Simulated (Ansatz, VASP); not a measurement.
**One calculation of Si, two programs**

The input INCAR:

```
PREC     = Accurate       # precision mode
ENCUT    = 520            # plane-wave cutoff, eV
EDIFF    = 1E-6           # SCF threshold, eV
ISMEAR   = -1             # smearing method
SIGMA    = 0.05           # smearing width, eV
LREAL    = False          # projectors in reciprocal space
LASPH    = True           # aspherical terms in the spheres
NELM     = 80             # most SCF steps
ALGO     = Normal         # electronic algorithm
ISIF     = 2              # what is computed and relaxed
LWAVE    = False          # write WAVECAR
LCHARG   = True           # write CHGCAR
GGA      = PE             # functional
LELF     = True           # ELF
LVHAR    = True         
NBANDS   = 8              # bands
```

KPOINTS

```
Automatic mesh
0
Gamma
  21 21 21
```

Contents of POSCAR:

```
Si
1.0
    0.0000000000      1.5383715121      1.5383715121
    1.5383715121      0.0000000000      1.5383715121
    1.5383715121      1.5383715121      0.0000000000
Si
1
Direct
    0.0000000000      0.0000000000      0.0000000000
```

Input for Ansatz:

```yaml
crystal:
  lattice:
    - [0.0, 1.5383715121, 1.5383715121]
    - [1.5383715121, 0.0, 1.5383715121]
    - [1.5383715121, 1.5383715121, 0.0]
  atoms:
    - { symbol: Si, position: [0.0, 0.0, 0.0] }
kpoints:
  mp_grid: { grid: [21, 21, 21] }
scf:
  occupations: { method: fermi_dirac, width: 0.05 }
hamiltonian:
  xc: pbe
  pseudopotentials: { kind: paw }
output:
  forces: true
  stress: true
  eigenvalues: true
  write_density: true
  write_potential: true
  elf: true
  volumetric_format: npy
```

Change from the starting cell: volume scaled by 0.502, to set the pressure.

Alike in both runs: task single point; functional PBE; k mesh 21 × 21 × 21; occupations fermi-dirac, width 0.05 eV; no spin polarisation.

|  | VASP | Ansatz |
| --- | --- | --- |
| version | VASP 6.6.1 | Ansatz 0.2.0 |
| potentials or method | VASP PAW PBE potentials, release 64 (Si) | PAW with Ansatz's default frozen-core files, scalar-relativistic |
| plane-wave cutoff (eV) | 520 | 420 |
| valence electrons in the cell | 4 | 4 |

|  | VASP | Ansatz | Ansatz less VASP |
| --- | --- | --- | --- |
| pressure (GPa) | 260.8 | 262.3 | +1.51 |

Caveats: the cell as given lies far from equilibrium; so large a pressure means that the cell lies far from this level's equilibrium, or that cutoff or potentials fall short (VASP).
